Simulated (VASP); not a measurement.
# NiO (Fm-3m) in VASP: notebook, part 2 of 2

VASP 6.6.1. The steps go on from the part before.

**4. Single point, PBE+U, collinear spin, ferrimagnetic start**

File INCAR:

```
  PREC = Accurate
  ENCUT = 520
  EDIFF = 1E-6
  ISMEAR = 0
  SIGMA = 0.05
  LREAL = F
  LASPH = T
  NELM = 150
  ALGO = Fast
  ISIF = 2
  LWAVE = F
  LCHARG = T
  ISPIN = 2
  MAGMOM = 1 -0.5 0 0
  LORBIT = 11
  LMAXMIX = 4
  LDAU = T
  LDAUTYPE = 2
  LDAUL = 2 -1
  LDAUU = 7 0
  LDAUJ = 0 0
  LDAUPRINT = 1
  GGA = PE
  LELF = T
  LVHAR = T
```

File KPOINTS:

```
regular mesh
0
Gamma
  8 8 8
```

File POSCAR:

```
NiO
1.0
    2.0913095100      2.0913095100      4.1826190200
    2.0913095100     -2.0913095100      0.0000000000
    2.0913095100      2.0913095100      0.0000000000
Ni O
2 2
Direct
    0.0000000000      0.0000000000      0.0000000000
    0.5000000000      0.5000000000      0.0000000000
    0.5000000000      0.0000000000      0.5000000000
    0.0000000000      0.5000000000      0.5000000000
```

Potentials or basis: VASP PAW PBE potentials, release 64 (Ni, O).

Started as:

```sh
cat potpaw_PBE.64/Ni/POTCAR potpaw_PBE.64/O/POTCAR > POTCAR
mpirun -np 1 vasp_std > vasp.out
```

OUTCAR:

```text
PREC = Accurate
   ENCUT = 520
   EDIFF = 1E-6
   ISMEAR = 0
   LREAL = F
   LASPH = T
   NELM = 150
   ISIF = 2
   ISPIN = 2
   LORBIT = 11
   GGA = PE

 ion  position               nearest neighbor table
   1  0.000  0.000  0.000-   4 2.09   3 2.09   4 2.09   4 2.09   4 2.09   3 2.09   2 2.96   2 2.96
                             2 2.96   2 2.96   2 2.96   2 2.96   2 2.96   2 2.96
   2  0.500  0.500  0.000-   3 2.09   3 2.09   4 2.09   3 2.09   3 2.09   4 2.09   1 2.96   1 2.96
                             1 2.96   1 2.96   1 2.96   1 2.96   1 2.96   1 2.96
   3  0.500  0.000  0.500-   2 2.09   1 2.09   2 2.09   2 2.09   2 2.09   1 2.09
   4  0.000  0.500  0.500-   1 2.09   1 2.09   2 2.09   1 2.09   1 2.09   2 2.09
[... 1433 lines left out ...]
     2.091309510 -2.091309510  0.000000000     0.239084649 -0.239084649  0.000000000
     2.091309510  2.091309510  0.000000000     0.239084649  0.239084649 -0.239084649

 POSITION                                       TOTAL-FORCE (eV/Angst)
 -----------------------------------------------------------------------------------
      0.00000      0.00000      0.00000        -0.000000      0.000000      0.000000
      2.09131      0.00000      2.09131         0.000000     -0.000000      0.000000
      2.09131      2.09131      2.09131        -0.000000      0.000000      0.000000
      2.09131      0.00000      0.00000        -0.000000      0.000000      0.000000
 -----------------------------------------------------------------------------------
    total drift:                               -0.000000     -0.000000     -0.000000

  FREE ENERGIE OF THE ION-ELECTRON SYSTEM (eV)
  ---------------------------------------------------
  free  energy   TOTEN  =       -20.1224045970 eV

  energy  without entropy=      -20.1224045970  energy(sigma->0) =      -20.12240460

 total charge

# of ion       s       p       d       tot
------------------------------------------
    1        0.344   0.425   8.224   8.994
    2        0.344   0.425   8.225   8.994
    3        1.547   3.487   0.000   5.033
    4        1.547   3.487   0.000   5.033
--------------------------------------------------
tot          3.782   7.823  16.449  28.054

 magnetization (x)

# of ion       s       p       d       tot
------------------------------------------
    1        0.015   0.016   1.832   1.863
    2       -0.015  -0.016  -1.832  -1.863
    3       -0.005  -0.046   0.000  -0.051
    4        0.005   0.046   0.000   0.051
--------------------------------------------------
tot         -0.000  -0.000   0.000   0.000
```

Run time: 1.8 min. Hardware: 1 thread of Intel Xeon Platinum 8375C at 2.90GHz (Ice Lake), shared host; peak memory 0.22 GiB.

What came out:

```
Free energy                                           : -20.1224 eV
Pressure                                              : 1.1 GPa
Band gap on the k mesh                                : 2.93 eV
Net moment                                            : 0.00 μB per cell
Site moments                                          : Ni +1.86, -1.86; O -0.05, +0.05 μB
Valence electrons inside the program's atomic spheres : Ni 8.99; O 5.03
```

Levels at points of the mesh, in eV from the valence-band top:
Spin up:
| k point | band 12 | band 13 | band 14 | band 15 | band 16 | band 17 | band 18 | band 19 | band 20 |
| --- | --- | --- | --- | --- | --- | --- | --- | --- | --- |
| (0.00, 0.00, 0.00) | -2.55 | -2.55 | -1.16 | -1.15 | -1.15 | 2.93 | 3.10 | 3.33 | 7.39 |
| (0.50, 0.00, 0.00) | -2.60 | -1.51 | -1.51 | -1.46 | -1.46 | 3.10 | 3.51 | 6.55 | 7.43 |
| (0.00, 0.50, 0.00) | -2.80 | -2.53 | -2.04 | -1.78 | -0.21 | 3.53 | 5.13 | 8.35 | 8.58 |
| (0.50, 0.50, 0.00) | -2.77 | -2.18 | -2.06 | 0.00 | 0.00 | 5.13 | 5.13 | 6.84 | 6.91 |
| (0.00, 0.50, 0.50) | -3.09 | -3.09 | -2.78 | -2.78 | -2.00 | 3.66 | 4.14 | 9.49 | 10.22 |
| (0.50, 0.50, 0.50) | -3.54 | -2.61 | -2.54 | -2.54 | -2.48 | 3.45 | 3.65 | 7.11 | 7.66 |
Spin down:
| k point | band 13 | band 14 | band 15 | band 16 | band 17 | band 18 | band 19 | band 20 |
| --- | --- | --- | --- | --- | --- | --- | --- | --- |
| (0.00, 0.00, 0.00) | -2.55 | -1.16 | -1.15 | -1.15 | 2.93 | 3.10 | 3.33 | 7.39 |
| (0.50, 0.00, 0.00) | -1.51 | -1.51 | -1.46 | -1.46 | 3.10 | 3.51 | 6.55 | 7.43 |
| (0.00, 0.50, 0.00) | -2.53 | -2.04 | -1.78 | -0.21 | 3.53 | 5.13 | 8.35 | 8.58 |
| (0.50, 0.50, 0.00) | -2.18 | -2.06 | 0.00 | 0.00 | 5.13 | 5.13 | 6.84 | 6.91 |
| (0.00, 0.50, 0.50) | -3.09 | -2.78 | -2.78 | -2.00 | 3.66 | 4.14 | 9.49 | 10.22 |
| (0.50, 0.50, 0.50) | -2.61 | -2.54 | -2.54 | -2.48 | 3.45 | 3.65 | 7.11 | 7.66 |

Eigenvalues of the final occupation matrices:
| site | spin | trace | eigenvalues |
| --- | --- | --- | --- |
| site 1 d | 1 | 5.04 | 0.99 0.99 0.99 1.04 1.04 |
| site 1 d | 2 | 3.21 | 0.13 0.13 0.98 0.98 0.98 |
| site 2 d | 1 | 3.21 | 0.13 0.13 0.98 0.98 0.98 |
| site 2 d | 2 | 5.04 | 0.99 0.99 0.99 1.04 1.04 |

**5. Single point, PBE+U, collinear spin, random start**

File INCAR:

```
PREC     = Accurate       # precision mode
ENCUT    = 520            # plane-wave cutoff, eV
EDIFF    = 1E-7           # SCF threshold, eV
ISMEAR   = 0              # smearing method
SIGMA    = 0.05           # smearing width, eV
LREAL    = False          # projectors in reciprocal space
LASPH    = True           # aspherical terms in the spheres
NELM     = 100            # most SCF steps
ALGO     = Fast           # electronic algorithm
ISIF     = 2              # what is computed and relaxed
LWAVE    = False          # write WAVECAR
LCHARG   = True           # write CHGCAR
ISPIN    = 2              # spin polarisation
MAGMOM   = 0.81 0         # initial moments
LORBIT   = 11             # projections on sites
LMAXMIX  = 4              # l up to which the mixer works
LDAU     = True           # DFT+U
LDAUTYPE = 2            
LDAUL    = 2 -1           # shell
LDAUU    = 7 0            # U, eV
LDAUJ    = 0 0          
LDAUPRINT= 1            
GGA      = PE             # functional
LELF     = True           # ELF
LVHAR    = True         
NBANDS   = 19             # bands
```

File KPOINTS:

```
Automatic mesh
0
Gamma
  8 8 8
```

File POSCAR:

```
NiO
1.0
    0.0000000000      2.0913095100      2.0913095100
    2.0913095100      0.0000000000      2.0913095100
    2.0913095100      2.0913095100      0.0000000000
Ni O
1 1
Direct
    0.0000000000      0.0000000000      0.0000000000
    0.5000000000      0.5000000000      0.5000000000
```

Started as:

```sh
cat potpaw_PBE.64/Ni/POTCAR potpaw_PBE.64/O/POTCAR > POTCAR
mpirun -np 1 vasp_std > vasp.out
```

Wall time 29 s (1 thread of Intel Xeon Platinum 8375C at 2.90GHz (Ice Lake), shared host); peak memory 0.15 GiB.

It converged, with:

```
Free energy                                           : -10.0674 eV
Pressure                                              : 1.0 GPa
Band gap on the k mesh                                : 2.85 eV, indirect (least direct gap 3.71 eV)
Net moment                                            : 2.00 μB per cell
Site moments                                          : Ni +1.85; O +0.15 μB
Valence electrons inside the program's atomic spheres : Ni 9.00; O 5.03
```

Levels at points of the mesh, in eV from the valence-band top:
Spin up:
```csv
k point,band 7,band 8,band 9,band 10,band 11,band 12
"(0.00, 0.00, 0.00)",-1.24,-1.24,-1.24,2.85,17.68,17.68
"(0.50, 0.00, 0.00)",-3.27,0.00,0.00,6.88,11.25,15.11
"(0.50, 0.50, 0.00)",-4.52,-2.61,-2.61,7.15,11.36,12.08
```
Spin down:
```
           k point  band 5  band 6  band 7  band 8  band 9  band 10
(0.00, 0.00, 0.00)   -0.93   -0.93   -0.93    2.96    2.96     3.19
(0.50, 0.00, 0.00)   -2.40   -1.89   -1.89    5.24    5.24     7.05
(0.50, 0.50, 0.00)   -3.44   -2.32   -2.32    3.42    3.85     7.81
```

Eigenvalues of the final occupation matrices:
| site | spin | trace | eigenvalues |
| --- | --- | --- | --- |
| site 1 d | 1 | 5.04 | 0.99 0.99 0.99 1.04 1.04 |
| site 1 d | 2 | 3.21 | 0.13 0.13 0.99 0.99 0.99 |

Caveat: a cell with one magnetic atom can't hold antiferromagnetic order, which such compounds often take. The state reached can hang on the start; a lower one may exist.

**6. Summary**

```csv
spin,supercell matrix,gap on the mesh (eV),pressure (GPa),moment (μB)
"collinear, ferromagnetic start",-,2.85,0.9,2.00
"collinear, antiferromagnetic start","[1, 0, 0, 0, 1, 0, 0, 0, 2]",3.47,-0.7,0.00
"collinear, ferrimagnetic start","[1, 1, 0, -1, 1, 0, 0, 0, 1]",2.93,1.1,0.00
"collinear, random start",-,2.85,1.0,2.00
```

Alike in all rows: task single point; level PBE+U; potentials or basis VASP PAW PBE potentials, release 64 (Ni, O); Ni d U = 7 eV; cell as given; k mesh 8 × 8 × 8; cutoff (eV) 520; smearing gaussian 0.05 eV.

On the cell as given the gap runs from 2.85 eV (PBE+U) to 3.47 eV (PBE+U).

Caveats: a cell with one magnetic atom can't hold antiferromagnetic order, which such compounds often take (some runs).

Total energies depend on the potentials used, so only differences within one code and one set of settings carry meaning.
